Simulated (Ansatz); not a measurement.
# BP (F-43m) in Ansatz: further runs

Aim: see how the results for BP move with the level of theory and the settings. Levels: PBEsol, m-r2SCAN. Tasks: band structure, Born charges and dielectric tensor, single point, equation of state.

Program: Ansatz 0.2.0. These are calculated values, not measurements. Logs are shortened: lines on timing, memory, paths and dates and some standing lists are left out, and cuts for length are marked.

**Measured values to compare with.**

From “Equation of state of single-crystal cubic boron phosphide”, 2014, arxiv:1407.1677, for a bulk crystal of BP at 300 K: bulk modulus 179 ± 1 GPa.

The runs below are set against these values where they give the same quantity.

## Step 1: The structure

Symmetry: F-43m, No. 216, cubic system. Conventional cell: a = 4.538 Å, b = 4.538 Å, c = 4.538 Å, α = 90.00°, β = 90.00°, γ = 90.00°. Around P (site symmetry -43m) lie 4 B at 1.97 Å. B (site symmetry -43m) is surrounded by 4 P at 1.97 Å.

## Step 2: Band structure, PBEsol

File input.yaml:

```yaml
crystal:
  lattice:
    - [0.0, 2.269, 2.269]
    - [2.269, 0.0, 2.269]
    - [2.269, 2.269, 0.0]
  atoms:
    - { symbol: P, position: [0.75, 0.75, 0.75] }
    - { symbol: B, position: [0.0, 0.0, 0.0] }
hamiltonian:
  xc: pbesol
  pseudopotentials: { kind: paw }
kpoints:
  mp_grid: { grid: [10, 10, 10] }
  band_path:
    path:
      - [[0.0, 0.0, 0.0], [0.5, 0.0, 0.5], [0.5, 0.25, 0.75], [0.375, 0.375, 0.75], [0.0, 0.0, 0.0], [0.5, 0.5, 0.5], [0.625, 0.25, 0.625], [0.5, 0.25, 0.75], [0.5, 0.5, 0.5], [0.375, 0.375, 0.75]]
      - [[0.625, 0.25, 0.625], [0.5, 0.0, 0.5]]
    npoints: 14
scf:
  occupations: { method: fermi_dirac, width: 0.05 }
  n_extra_bands: 6
output:
  forces: true
  stress: true
  eigenvalues: true
  fatbands: false
  write_density: true
  write_potential: true
  elf: true
  volumetric_format: npy
```

Potentials or basis: Ansatz PAW.

Started as:

```bash
$ ansatz run input.yaml --threads 2 --pin off --max-ram 5120MiB --backend cpu --events-out ev --progress --plain --runs-dir out
```

What it wrote:

```text
Warning: RAYON_NUM_THREADS=2 ignored (pool sized by the plan → 2); use --threads N
scf.n_extra_bands = 6 over 4 filled bands (N_el = 8.0): the run solves 10 bands
Engine: ansatz 0.2.0, aarch64-unknown-linux-gnu
Pseudopotentials: kind: paw
Pseudopotential: P, paw, valence charge 5, recommended cutoff 420 eV (normal), P.paw.azcp
Pseudopotential: B, paw, valence charge 3, recommended cutoff 420 eV (normal), B.paw.azcp
Functional definition: PBEsol
  exchange = pbesol_x
  correlation = pbesol_c
Crystal: 2 atoms, lattice volume = 23.363 Å³
Basis set: ecut = 420 eV, 459 PW (Γ), exchange–correlation on 48×48×48 points (8 copies of the dense FFT grid, shifted against one another)
Bands: 10, of which v1, the nominal top of the filled ones, is band 4 counted from 1 (3 counted from 0)
Symmetry: 24 space group operations
Space group: F-43m (ITA 216), of the structure as read, at distance tolerance 2.9e-5 Å
k-points: 47 of 1000 (time reversal used)
Non-local potential: P, projectors of the file, l = 0: 2, l = 1: 2, l = 2: 2
Non-local potential: B, projectors of the file, l = 0: 2, l = 1: 2, l = 2: 1
PAW form: soft (Blöchl's): semilocal exchange-correlation on the pseudo side does not see the compensation charge
PAW frozen core: P, regenerated for the run's functional, and the local potential with it (the file was generated under x = pbe(κ = 0.804, μ = 0.2195149727645171), c = pbe(β = 0.06672455060314922))
PAW frozen core: B, regenerated for the run's functional, and the local potential with it (the file was generated under x = pbe(κ = 0.804, μ = 0.2195149727645171), c = pbe(β = 0.06672455060314922))
PAW one-centre angular grid: P, 110 points (default); XC on 64 Gauss nodes
PAW one-centre angular grid: B, 110 points (default); XC on 64 Gauss nodes
Initial density: superposition of atomic densities (neutral atoms: chi_scale 0, normalization atom), corrected by the library's trained network
Initial wavefunctions: pseudopotential atomic-orbital guess
Functional: x = pbesol(κ = 0.804, μ = 0.12345679012345678), c = pbesol(β = 0.046)
SCF iter   1: F=—  HF=-893.588980 eV  |F-HF|=—  |Δ(HF+E_count)|=         —  Δρ=4.52e-3  dr2=5.89e-3  ethr=1.77e-3  ⟨swp⟩=6.1  Hψ=3930  notcnv=0  defer=3
preconditioner: auto → none  [insulator: Δε(μ)=1.101 eV  Ē_g=14.914 eV  σ=0.050 eV  W_gap=1.00  n_scr=0 (ndim 8)  ℏωp=21.7 eV  f_vac=0.000  D(μ)=0.00/eV (n_scr^D=0)  ε∞_Penn≈3.1]
SCF iter   2: F=—  HF=-893.587561 eV  |F-HF|=—  |Δ(HF+E_count)|=   1.42e-3  Δρ=1.63e-3  dr2=6.80e-4  ethr=7.36e-5  ⟨swp⟩=2.0  Hψ=966  notcnv=0  defer=22
SCF iter   3: F=—  HF=-893.587403 eV  |F-HF|=—  |Δ(HF+E_count)|=   1.58e-4  Δρ=5.32e-4  dr2=6.01e-5  ethr=8.50e-6  ⟨swp⟩=2.3  Hψ=581  notcnv=0  defer=22
SCF iter   4: F=—  HF=-893.587404 eV  |F-HF|=—  |Δ(HF+E_count)|=   9.49e-7  Δρ=1.26e-4  dr2=1.95e-6  ethr=7.52e-7  ⟨swp⟩=2.0  Hψ=582  notcnv=0  defer=22
SCF iter   5: F=—  HF=-893.587405 eV  |F-HF|=—  |Δ(HF+E_count)|=   1.04e-6  Δρ=3.11e-5  dr2=2.89e-7  ethr=2.44e-8  ⟨swp⟩=2.5  Hψ=583  notcnv=0  defer=22
SCF iter   6: F=-893.587405 eV  HF=-893.587405 eV  |F-HF|=1.90e-8  |Δ(HF+E_count)|=   8.39e-8  Δρ=9.71e-6  dr2=2.65e-8  ethr=1.25e-9  ⟨swp⟩=11.7  Hψ=3014  notcnv=0
SCF 1 converged in 6 iterations: F = -893.587405 eV  dr2 = 2.65e-8
NSCF: frozen V_eff on 142 k-points
SCF converged after 6 iterations
Free energy (F): -893.587405 eV
Harris-Foulkes:  -893.587405 eV  (|F-HF|=1.90e-8)
Internal energy: -893.587405 eV  (E = F + TS)
E sigma→0 (E₀):  -893.587405 eV
Entropy (-TS):   -0.000000 eV (-0.000 meV/atom)
Fermi energy:    9.772545 eV
--- Per-component energies (eV) ---
  E_band       = 21.683232
  E_kinetic    = 121.379701
  E_local      = -67.679993  (includes V_loc(G=0)·N_el)
  E_nonlocal   = 45.208586
  E_hartree    = 16.733171
  E_xc         = -94.180928
  E_vxc        = -100.347112  (∫ρ·V_xc dr)
  E_paw        = -629.617232  (= ΣΔE_a)
  E_vpaw       = -10.344172  (= ΣTr[D̂ρ^β])
  E_aug_tail   = 0.000000  (compensation charges beyond the density's cutoff)
  E_ewald      = -285.491518
  E_core_change = 0.060807  (= ΣΔE_core)
  E_smearing   = -0.000000  (= −TS)
  E_closure    = 0.000000  (closes the sum)
  Σ components = -893.587405   (vs F -893.587405, Δ=0.00e0)
--- Forces (eV/Å), atoms counted from 1 ---
  atom   1  P      0.00000000     0.00000000    -0.00000000
  atom   2  B     -0.00000000    -0.00000000    -0.00000000
  max |Σ_I F_I| component: 2.22e-16 eV/Å
--- Stress (GPa, compression-positive) ---
       -1.958761      -0.000000      -0.000000
        0.000000      -1.958761       0.000000
       -0.000000       0.000000      -1.958761
  P = ⅓ Tr σ = -1.9588 GPa (-19.588 kbar)
--- Band table (eV; the first three rows and the last of 47) ---
  k-point 0: bands = ["-6.2625", "9.2237", "9.2237", "9.2237", "12.5860", "12.5860", "12.5860", "16.5636", "20.4715", "21.2018"]
  k-point 1: bands = ["-6.0819", "7.9138", "8.9268", "8.9268", "12.9954", "12.9954", "13.0155", "17.0831", "20.5155", "20.5155"]
  k-point 2: bands = ["-5.5468", "5.5617", "8.3658", "8.3658", "13.2026", "13.7117", "13.7117", "18.2295", "19.9142", "19.9142"]
  k-point 46: bands = ["-1.1363", "1.1043", "3.6385", "3.8059", "13.7348", "14.5261", "17.4033", "17.8199", "21.9576", "25.2337"]
```

It took 1.2 s on 2 threads of Arm Neoverse V2, shared host; peak memory 0.25 GiB.

Results:

```
Free energy             : -893.5874 eV
Pressure                : -2.0 GPa
Band gap on the k mesh  : 1.13 eV, indirect (least direct gap 3.36 eV)
Band gap along the path : 1.13 eV, indirect (least direct gap 3.36 eV)
```

Levels at the corners of the path, in eV from the valence-band top:
```csv
point,band 1,band 2,band 3,band 4,band 5,band 6,band 7,band 8,band 9
Γ,-15.49,0.00,0.00,0.00,3.36,3.36,3.36,7.34,11.25
X,-10.61,-8.59,-4.14,-4.14,1.23,1.52,12.04,12.04,15.12
W,-10.33,-8.05,-5.73,-5.53,5.23,6.63,7.18,7.40,12.71
K,-10.61,-8.17,-6.29,-3.52,2.03,5.90,9.67,10.55,11.53
Γ,-15.49,0.00,0.00,0.00,3.36,3.36,3.36,7.34,11.25
L,-12.14,-9.09,-1.76,-1.76,3.72,4.64,4.64,9.93,14.41
U,-10.61,-8.17,-6.29,-3.52,2.03,5.90,9.67,10.55,11.53
W,-10.33,-8.05,-5.73,-5.53,5.23,6.63,7.18,7.40,12.71
L,-12.14,-9.09,-1.76,-1.76,3.72,4.64,4.64,9.93,14.41
K,-10.61,-8.17,-6.29,-3.52,2.03,5.90,9.67,10.55,11.53
U,-10.61,-8.17,-6.29,-3.52,2.03,5.90,9.67,10.55,11.53
X,-10.61,-8.59,-4.14,-4.14,1.23,1.52,12.04,12.04,15.12
```

Caveat: the PAW data sets come from PBE, with cores solved anew for the run's functional, which leaves a small shift of forces and pressure.

## Step 3: Born charges and dielectric tensor, PBEsol

File input.yaml:

```yaml
crystal:
  lattice:
    - [0.0, 2.269, 2.269]
    - [2.269, 0.0, 2.269]
    - [2.269, 2.269, 0.0]
  atoms:
    - { symbol: P, position: [0.75, 0.75, 0.75] }
    - { symbol: B, position: [0.0, 0.0, 0.0] }
hamiltonian:
  xc: pbesol
  pseudopotentials: { kind: paw }
kpoints:
  mp_grid: { grid: [10, 10, 10] }
scf:
  occupations: { method: fixed }
output:
  eigenvalues: true
dielectric:
  method: response
```

Potentials or basis: Ansatz PAW.

Started as:

```bash
$ ansatz run input.yaml --threads 2 --pin off --max-ram 5120MiB --backend cpu --events-out ev --progress --plain --runs-dir out
```

What it wrote:

```text
Warning: RAYON_NUM_THREADS=2 ignored (pool sized by the plan → 2); use --threads N
[... 7 set-up lines as earlier in the session ...]
Crystal: 2 atoms, lattice volume = 23.363 Å³
Basis set: ecut = 420 eV, 459 PW (Γ), exchange–correlation on 48×48×48 points (8 copies of the dense FFT grid, shifted against one another)
Bands: 8, of which v1, the nominal top of the filled ones, is band 4 counted from 1 (3 counted from 0)
[... 1 set-up line as earlier in the session ...]
k-points: 171 of 1000 (irreducible under 4 space group operations, time reversal used)
[... 10 set-up lines as earlier in the session ...]
SCF iter   1: F=—  HF=-893.588967 eV  |F-HF|=—  |Δ(HF+E_count)|=         —  Δρ=4.56e-3  dr2=6.03e-3  ethr=1.77e-3  ⟨swp⟩=5.1  Hψ=9998  notcnv=0  defer=322
preconditioner: auto → none  [insulator: Δε(μ)=1.101 eV  Ē_g=12.743 eV  n_scr=0 (ndim 8)  ℏωp=21.7 eV  f_vac=0.000  ε∞_Penn≈3.9]
SCF iter   2: F=—  HF=-893.587574 eV  |F-HF|=—  |Δ(HF+E_count)|=   1.39e-3  Δρ=1.65e-3  dr2=6.99e-4  ethr=7.53e-5  ⟨swp⟩=2.5  Hψ=3382  notcnv=0  defer=331
SCF iter   3: F=—  HF=-893.587405 eV  |F-HF|=—  |Δ(HF+E_count)|=   1.69e-4  Δρ=5.39e-4  dr2=6.16e-5  ethr=8.74e-6  ⟨swp⟩=3.0  Hψ=2405  notcnv=0  defer=331
SCF iter   4: F=—  HF=-893.587404 eV  |F-HF|=—  |Δ(HF+E_count)|=   6.24e-7  Δρ=1.27e-4  dr2=2.11e-6  ethr=7.69e-7  ⟨swp⟩=2.0  Hψ=2052  notcnv=0  defer=319
SCF iter   5: F=—  HF=-893.587405 eV  |F-HF|=—  |Δ(HF+E_count)|=   1.36e-6  Δρ=3.41e-5  dr2=3.51e-7  ethr=2.63e-8  ⟨swp⟩=2.2  Hψ=1961  notcnv=0  defer=297
SCF iter   6: F=—  HF=-893.587405 eV  |F-HF|=—  |Δ(HF+E_count)|=   8.16e-8  Δρ=1.14e-5  dr2=3.74e-8  ethr=4.39e-9  ⟨swp⟩=2.0  Hψ=1870  notcnv=0  defer=291
SCF iter   7: F=-893.587405 eV  HF=-893.587405 eV  |F-HF|=5.12e-12  |Δ(HF+E_count)|=   1.17e-8  Δρ=2.31e-7  dr2=9.34e-12  ethr=1.25e-12  ⟨swp⟩=6.2  Hψ=8792  notcnv=0
SCF 1 converged in 7 iterations: F = -893.587405 eV  dr2 = 9.34e-12
NSCF: frozen V_eff on 2 k-points
DFPT response loops at Γ: preconditioner auto → none (the input reference at scf.mixing.eps_inf says where Resta's filter doesn't serve); β = 0.50; Broyden in place of MSR1
── the response to a field inside a basis, on 10×10×10 k-points: an SCF that follows is theirs, and a resumed run solves both again ──
Bands: 5, of which v1, the nominal top of the filled ones, is band 4 counted from 1 (3 counted from 0)
k-points: 110 of 1000 (irreducible under 6 space group operations, time reversal used)
Initial density: handed on by an earlier stage of this run
Initial wavefunctions: pseudopotential atomic-orbital guess (no wavefunctions were taken with the density)
Eigensolver: Dense (110 Hₖ)
SCF iter   1: F=—  HF=-893.588063 eV  |F-HF|=—  |Δ(HF+E_count)|=         —  Δρ=1.51e-4  dr2=6.69e-7  ethr=1.00e-1
preconditioner: auto → none  [insulator: Δε(μ)=1.354 eV  Ē_g=9.827 eV  n_scr=0 (ndim 8)  ℏωp=21.7 eV  f_vac=0.000  ε∞_Penn≈5.9]
SCF iter   2: F=—  HF=-893.588065 eV  |F-HF|=—  |Δ(HF+E_count)|=   1.20e-6  Δρ=7.73e-5  dr2=1.78e-7  ethr=8.36e-9
SCF iter   3: F=-893.588065 eV  HF=-893.588065 eV  |F-HF|=1.22e-8  |Δ(HF+E_count)|=   4.27e-7  Δρ=7.15e-6  dr2=1.58e-8  ethr=2.23e-9
SCF 1 converged in 3 iterations: F = -893.588065 eV  dr2 = 1.58e-8
DFPT response loops at Γ: mixed as the last ones told, above
SCF converged after 7 iterations
Free energy (F): -893.587405 eV
Harris-Foulkes:  -893.587405 eV  (|F-HF|=5.12e-12)
Internal energy: -893.587405 eV  (E = F + TS)
E sigma→0 (E₀):  -893.587405 eV
Fermi energy:    9.223703 eV
--- Per-component energies (eV) ---
  E_band       = 21.683248
  E_kinetic    = 121.379626
  E_local      = -67.680074  (includes V_loc(G=0)·N_el)
  E_nonlocal   = 45.208907
  E_hartree    = 16.733085
  E_xc         = -94.180968
  E_vxc        = -100.347150  (∫ρ·V_xc dr)
  E_paw        = -629.617270  (= ΣΔE_a)
  E_vpaw       = -10.344234  (= ΣTr[D̂ρ^β])
  E_aug_tail   = 0.000000  (compensation charges beyond the density's cutoff)
  E_ewald      = -285.491518
  E_core_change = 0.060807  (= ΣΔE_core)
  E_smearing   = -0.000000  (= −TS)
  E_closure    = -0.000000  (closes the sum)
  Σ components = -893.587405   (vs F -893.587405, Δ=0.00e0)
--- Band table (eV; the first three rows and the last of 171) ---
  k-point 0: bands = ["-6.2625", "9.2237", "9.2237", "9.2237", "12.5860", "12.5860", "12.5860", "16.5636"]
  k-point 1: bands = ["-6.0819", "7.9138", "8.9269", "8.9269", "12.9954", "12.9954", "13.0155", "17.0832"]
  k-point 2: bands = ["-5.5468", "5.5617", "8.3659", "8.3659", "13.2026", "13.7117", "13.7117", "18.2295"]
  k-point 170: bands = ["-1.4173", "1.2344", "3.2726", "4.5058", "14.0172", "15.3378", "16.9238", "17.5044"]
--- Dielectric response (ions clamped): 3 representative field directions + reference, inside a basis on a mesh of 1000 k-points (Σ response iterations 12) ---
  ε∞ (high-frequency dielectric tensor):
        9.308417     0.000000     0.000000
        0.000000     9.308417     0.000000
        0.000000     0.000000     9.308417
  Born effective charges Z* (e; rows j = field, columns β = displacement):
    site 0:
         0.52389    0.00000    0.00000
         0.00000    0.52389    0.00000
         0.00000   -0.00000    0.52389
    site 1:
        -0.52389   -0.00000   -0.00000
        -0.00000   -0.52389   -0.00000
        -0.00000    0.00000   -0.52389
  Z* charge neutrality: 1.273e-5 e pre-enforcement
  solved inside a basis spanned on kpoints, on 10×10×10 k-points, its susceptibility summed on 14×14×14: ε∞ is read to err by 2.8e-2, Z* by 5.5e-3 e (field_mesh: kpoints solves on kpoints); Z* is corrected for what the basis lacks
```

Wall time 8.8 s (2 threads of Arm Neoverse V2, shared host); peak memory 0.37 GiB.

Results:

| Quantity | Value |
| --- | --- |
| Free energy | -893.5874 eV |
| Band gap on the k mesh | 1.13 eV, indirect (least direct gap 3.36 eV) |
| Electronic dielectric tensor (diagonal) | 9.31 |
| Born charges (mean of the diagonal) | P +0.52; B -0.52 e |

Electronic dielectric tensor:
```
9.31 0.00 0.00
0.00 9.31 0.00
0.00 0.00 9.31
```

Born effective charge tensors (e):
atom 1, P
```
0.52 0.00 0.00
0.00 0.52 0.00
0.00 0.00 0.52
```
atom 2, B
```
-0.52  0.00  0.00
 0.00 -0.52  0.00
 0.00  0.00 -0.52
```

Caveat: the PAW data sets come from PBE, with cores solved anew for the run's functional, which leaves a small shift of forces and pressure. A k mesh can miss the band edges.

[end of part 1 of 2]
